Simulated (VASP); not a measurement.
# Na (P6_3/mmc) in VASP: equation of state, part 2 of 2

VASP 6.6.1. The steps go on from the part before.

## Step 4: Equation of state, PBE, 36.42 Å³/atom (volume scaled by 0.98)

INCAR

```
SYSTEM = Na
PREC = Accurate
ENCUT = 520
EDIFF = 1E-7
ISMEAR = -1
SIGMA = 0.05
LREAL = .FALSE.
LASPH = .TRUE.
NELM = 80
ALGO = Normal
ISIF = 2
LWAVE = .FALSE.
LCHARG = .FALSE.
GGA = PE
NBANDS = 22
```

KPOINTS

```
regular mesh
0
G
  8 8 3
  0 0 0
```

POSCAR

```
Na
1.0
    3.6755475868      0.0000000000      0.0000000000
   -1.8377737934      3.1831175830      0.0000000000
    0.0000000000      0.0000000000     12.4531759071
Na
4
Direct
    0.6666666667      0.3333333333      0.7500000000
    0.0000000000      0.0000000000      0.5000000000
    0.3333333333      0.6666666667      0.2500000000
    0.0000000000      0.0000000000      0.0000000000
```

Potentials or basis: VASP PAW PBE potentials, release 64 (Na_pv).

Command:

```bash
cat potpaw_PBE.64/Na_pv/POTCAR > POTCAR
mpirun -np 1 vasp_std > vasp.out
```

OUTCAR:

```text
SYSTEM = Na
   PREC = Accurate
   ENCUT = 520
   EDIFF = 1E-7
   ISMEAR = -1
   LREAL = .FALSE.
   LASPH = .TRUE.
   NELM = 80
   ISIF = 2
   GGA = PE

 Found     20 irreducible k-points:

 Following reciprocal coordinates:
            Coordinates               Weight
  0.000000  0.000000  0.000000      1.000000
  0.125000  0.000000  0.000000      6.000000
  0.250000  0.000000  0.000000      6.000000
  0.375000  0.000000  0.000000      6.000000
  0.500000  0.000000  0.000000      3.000000
  0.125000  0.125000  0.000000      6.000000
   k-points           NKPTS =     20   k-points in BZ     NKDIM =     20   number of bands    NBANDS=     22
   number of dos      NEDOS =    301   number of ions     NIONS =      4
   total plane-waves  NPLWV =  75264
   dimension x,y,z NGX =    28 NGY =   28 NGZ =   96
   dimension x,y,z NGXF=    56 NGYF=   56 NGZF=  192
   ions per type =               4
   NGX,Y,Z   is equivalent  to a cutoff of  12.66, 12.66, 12.82 a.u.
   NGXF,Y,Z  is equivalent  to a cutoff of  25.33, 25.33, 25.63 a.u.
 SYSTEM =  Na
   PREC   = accura    normal or accurate (medium, high low for compatibility)
   ISTART =      0    job   : 0-new  1-cont  2-samecut
   ICHARG =      2    charge: 1-file 2-atom 10-const
   ISPIN  =      1    spin polarized calculation?
   LNONCOLLINEAR =      F non collinear calculations
   LSORBIT =      F    spin-orbit coupling
   LASPH  =      T    aspherical Exc in radial PAW
   ENCUT  =  520.0 eV  38.22 Ry    6.18 a.u.   6.83  6.83 23.15*2*pi/ulx,y,z
   NELM   =     80;   NELMIN=  2; NELMDL= -5     # of ELM steps
   EDIFF  = 0.1E-06   stopping-criterion for ELM
   LREAL  =      F    real-space projection
   EDIFFG = 0.1E-05   stopping-criterion for IOM
   NSW    =      0    number of steps for IOM
   IBRION =     -1    ionic relax: 0-MD 1-quasi-New 2-CG
   NFREE  =      0    steps in history (QN), initial steepest desc. (CG)
   ISIF   =      2    stress and relaxation
   ISYM   =      2    0-nonsym 1-usesym 2-fastsym
   POTIM  = 0.5000    time-step for ionic-motion
   TEBEG  =    0.0;   TEEND  =   0.0 temperature during run
   PSTRESS=    0.0 pullay stress
   NELECT =      28.0000    total number of electrons
   NUPDOWN=      -1.0000    fix difference up-down
   EMIN   =  10.00;   EMAX   =-10.00  energy-range for DOS
   EFERMI =   0.00;   METHOD = LEGACY
   ISMEAR =    -1;   SIGMA  =   0.05  broadening in eV -4-tet -1-fermi 0-gaus
   EFERMI_NEDOS =   21; number of points for ismear=-14 and -15
   IALGO  =     38    algorithm
   IMIX   =      4    mixing-type and parameters
     AMIX     =   0.40;   BMIX     =  1.00
     AMIX_MAG =   1.60;   BMIX_MAG =  1.00
  volume/ion in A,a.u.               =      36.42       245.81
  Fermi-wavevector in a.u.,A,eV,Ry     =   0.944733  1.785287 12.143486  0.892521
  Thomas-Fermi vector in A             =   2.072567
   LORBIT       =      0    0 simple, 1 ext, 2 COOP (PROOUT), +10 PAW based schemes
   GGA     = PE    functional components
   LHFCALC =     F    Hartree Fock is set to
   AEXX    =    0.0000 exact exchange contribution
   IVDW    =     0    specifies the selected vdW correction
   LEPSILON=     F    determine dielectric tensor
   LRPA    =     F    only Hartree local field effects (RPA)
 non-spin polarized calculation
  energy-cutoff  :      520.00
  volume of cell :      145.70
 maximum number of plane-waves:      3952
 NGX is ok and might be reduce to    28
   NGX = 13   NGY = 13   NGZ = 47

 number of electron      28.0000031 magnetization

 Free energy of the ion-electron system (eV)
  ---------------------------------------------------
  ext. energy  EPLUGINS =         0.00000000
  ---------------------------------------------------
  free energy    TOTEN  =        -5.23240269 eV

  energy without entropy =       -5.21449895  energy(sigma->0) =       -5.22345082

 E-fermi :   0.3703     XC(G=0):  -6.5476

 val. band max:        0.2876680739   @ k =   0.2500   0.2500   0.3333
 cond. band min:       0.4182466405   @ k =   0.2500   0.1250   0.3333
 fundamental gap:      0.1305785667
 Fermi energy:         0.3702692277

 k-point     1 :       0.0000    0.0000    0.0000
  band No.  band energies     occupation
      1     -24.5388      2.00000
      2     -24.5222      2.00000
      3     -24.5219      2.00000
      4     -24.5095      2.00000
      5     -24.5095      2.00000
      6     -24.5075      2.00000
[... 14 lines left out ...]
     21      10.8059      0.00000
     22      10.9928      0.00000

 k-point     2 :       0.1250    0.0000    0.0000
  band No.  band energies     occupation
      1     -24.5370      2.00000
      2     -24.5227      2.00000
      3     -24.5224      2.00000
      4     -24.5141      2.00000
      5     -24.5112      2.00000
      6     -24.5110      2.00000
[... 14 lines left out ...]
     21       8.8303      0.00000
     22       8.8901      0.00000

 k-point     3 :       0.2500    0.0000    0.0000
  band No.  band energies     occupation
      1     -24.5325      2.00000
      2     -24.5286      2.00000
      3     -24.5278      2.00000
      4     -24.5246      2.00000
      5     -24.5221      2.00000
      6     -24.5155      2.00000
[... 14 lines left out ...]
     21       6.5819      0.00000
     22       6.6692      0.00000

 k-point     4 :       0.3750    0.0000    0.0000
  band No.  band energies     occupation
      1     -24.5391      2.00000
      2     -24.5383      2.00000
      3     -24.5350      2.00000
      4     -24.5335      2.00000
      5     -24.5256      2.00000
      6     -24.5173      2.00000
[... 14 lines left out ...]
     21       6.1619      0.00000
     22       6.5375      0.00000

 k-point     5 :       0.5000    0.0000    0.0000
  band No.  band energies     occupation
      1     -24.5437      2.00000
      2     -24.5426      2.00000
      3     -24.5395      2.00000
      4     -24.5382      2.00000
      5     -24.5212      2.00000
      6     -24.5186      2.00000
[... 14 lines left out ...]
     21       4.7403      0.00000
     22       4.8841      0.00000

 k-point     6 :       0.1250    0.1250    0.0000
  band No.  band energies     occupation
      1     -24.5338      2.00000
      2     -24.5256      2.00000
      3     -24.5256      2.00000
      4     -24.5209      2.00000
      5     -24.5187      2.00000
      6     -24.5153      2.00000
[... 14 lines left out ...]
     21       6.8478      0.00000
     22       7.2707      0.00000

 [... further k-points ...]

------------------------ aborting loop because EDIFF is reached ----------------------------------------

  FORCE on cell =-STRESS in cart. coord.  units (eV):
  Direction    XX          YY          ZZ          XY          YZ          ZX
  --------------------------------------------------------------------------------------
  -------------------------------------------------------------------------------------
  Total        0.4406557      0.4406557     -0.4673042      0.0000000      0.0000000      0.0000000
  in kB        4.8456846      4.8456846     -5.1387255      0.0000000      0.0000000      0.0000000
  external PRESSURE =       1.5175479 kB  Pullay stress =       0.0000000 kB

 VOLUME and BASIS-vectors are now :
 -----------------------------------------------------------------------------
  energy-cutoff  :      520.00
  volume of cell :      145.70
      direct lattice vectors                 reciprocal lattice vectors
     3.675547587  0.000000000  0.000000000     0.272068304  0.157078709  0.000000000
    -1.837773793  3.183117583  0.000000000     0.000000000  0.314157418  0.000000000
     0.000000000  0.000000000 12.453175907     0.000000000  0.000000000  0.080300801

 POSITION                                       TOTAL-FORCE (eV/Angst)
 -----------------------------------------------------------------------------------
      1.83777      1.06104      9.33988        -0.000000     -0.000000     -0.000000
      0.00000      0.00000      6.22659         0.000000      0.000000      0.000000
     -0.00000      2.12208      3.11329        -0.000000      0.000000      0.000000
      0.00000      0.00000      0.00000         0.000000      0.000000      0.000000
 -----------------------------------------------------------------------------------
    total drift:                                0.000000     -0.000000      0.000000

  FREE ENERGIE OF THE ION-ELECTRON SYSTEM (eV)
  ---------------------------------------------------
  free  energy   TOTEN  =        -5.2324026856 eV

  energy  without entropy=       -5.2144989529  energy(sigma->0) =       -5.22345082
```

It took 34 s on 1 thread of Intel Xeon Platinum 8488C (Sapphire Rapids), shared host; peak memory 0.26 GiB.

What came out:

```yaml
Free_energy: -5.2324 eV
Pressure: 0.2 GPa
Band_gap_on_the_k_mesh: none (metal or under the smearing width)
```

## Step 5: Equation of state, PBE, 37.91 Å³/atom (volume scaled by 1.02)

INCAR

```
SYSTEM = Na
  ALGO = Normal
  EDIFF = 1E-7
  ENCUT = 520
  GGA = PE
  ISIF = 2
  ISMEAR = -1
  LASPH = .TRUE.
  LCHARG = .FALSE.
  LREAL = .FALSE.
  LWAVE = .FALSE.
  NBANDS = 22
  NELM = 60
  PREC = Accurate
  SIGMA = 0.05
```

KPOINTS

```
k-points
0
G
  8 8 3
  0 0 0
```

POSCAR

```
Na
1.0
    3.7248896839      0.0000000000      0.0000000000
   -1.8624448419      3.2258490925      0.0000000000
    0.0000000000      0.0000000000     12.6203525792
Na
4
Direct
    0.6666666667      0.3333333333      0.7500000000
    0.0000000000      0.0000000000      0.5000000000
    0.3333333333      0.6666666667      0.2500000000
    0.0000000000      0.0000000000      0.0000000000
```

Command:

```bash
cat potpaw_PBE.64/Na_pv/POTCAR > POTCAR
mpirun -np 1 vasp_std > vasp.out
```

Run time: 34 s. Hardware: 1 thread of Intel Xeon Platinum 8488C (Sapphire Rapids), shared host; peak memory 0.26 GiB.

It converged, with:

- Free energy: -5.2324 eV
- Pressure: -0.2 GPa
- Band gap on the k mesh: none (metal or under the smearing width)

## Step 6: Equation of state, PBE, 38.65 Å³/atom (volume scaled by 1.04)

INCAR

```
SYSTEM = Na
PREC     = Accurate       ! precision mode
ENCUT    = 520            ! plane-wave cutoff, eV
EDIFF    = 1E-7           ! SCF threshold, eV
ISMEAR   = -1             ! smearing method
SIGMA    = 0.05           ! smearing width, eV
LREAL    = .False.        ! projectors in reciprocal space
LASPH    = .True.         ! aspherical terms in the spheres
NELM     = 60             ! most SCF steps
ALGO     = Normal         ! electronic algorithm
ISIF     = 2              ! what is computed and relaxed
LWAVE    = .False.        ! write WAVECAR
LCHARG   = .False.        ! write CHGCAR
GGA      = PE             ! functional
NBANDS   = 22             ! bands
```

KPOINTS

```
regular mesh
0
Gamma
  8 8 3
  0 0 0
```

POSCAR

```
Na
1.0
    3.7490779570      0.0000000000      0.0000000000
   -1.8745389785      3.2467967515      0.0000000000
    0.0000000000      0.0000000000     12.7023052170
Na
4
Direct
    0.6666666667      0.3333333333      0.7500000000
    0.0000000000      0.0000000000      0.5000000000
    0.3333333333      0.6666666667      0.2500000000
    0.0000000000      0.0000000000      0.0000000000
```

Potentials or basis: VASP PAW PBE potentials, release 64 (Na_pv).

Command:

```bash
cat potpaw_PBE.64/Na_pv/POTCAR > POTCAR
mpirun -np 1 vasp_std > vasp.out
```

Wall time 33 s (1 thread of Intel Xeon Platinum 8488C (Sapphire Rapids), shared host); peak memory 0.26 GiB.

Results (log left out):

```yaml
Free_energy: -5.2284 eV
Pressure: -0.3 GPa
Band_gap_on_the_k_mesh: none (metal or under the smearing width)
```

## Step 7: Equation of state, PBE, 39.40 Å³/atom (volume scaled by 1.06)

INCAR

```
  PREC = Accurate
  ENCUT = 520
  EDIFF = 1E-7
  ISMEAR = -1
  SIGMA = 0.05
  LREAL = F
  LASPH = T
  NELM = 100
  ALGO = Normal
  ISIF = 2
  LWAVE = F
  LCHARG = F
  GGA = PE
  NBANDS = 22
```

KPOINTS

```
regular mesh
0
Gamma
  8 8 3
```

POSCAR

```
Na
1.0
    3.7729580783      0.0000000000      0.0000000000
   -1.8864790391      3.2674775432      0.0000000000
    0.0000000000      0.0000000000     12.7832138010
Na
4
Direct
    0.6666666667      0.3333333333      0.7500000000
    0.0000000000      0.0000000000      0.5000000000
    0.3333333333      0.6666666667      0.2500000000
    0.0000000000      0.0000000000      0.0000000000
```

Command:

```bash
cat potpaw_PBE.64/Na_pv/POTCAR > POTCAR
mpirun -np 1 vasp_std > vasp.out
```

It took 31 s on 1 thread of Intel Xeon Platinum 8488C (Sapphire Rapids), shared host; peak memory 0.26 GiB.

It converged, with:

* Free energy: -5.2220 eV
* Pressure: -0.4 GPa
* Band gap on the k mesh: none (metal or under the smearing width)

## Step 8: Equation of state, PBE

Potentials or basis: VASP PAW PBE potentials, release 64 (Na_pv).

No new run: the results of the series are fitted here.

Results:

- Equilibrium volume: 37.16 Å³/atom
- Bulk modulus at fixed shape and positions: 7.7 GPa
- Pressure derivative of the bulk modulus: 3.7

Energy against volume, from the lowest point:
```tsv
volume (Å³/atom)	energy (meV/atom)
34.938	3.54
35.681	1.52
36.425	0.36
37.168	0.00
37.911	0.35
38.655	1.36
39.398	2.96
```

Caveat: the cell was scaled at fixed shape and fractional positions, which overstates the stiffness of a crystal with free parameters, most of all of layers and chains.
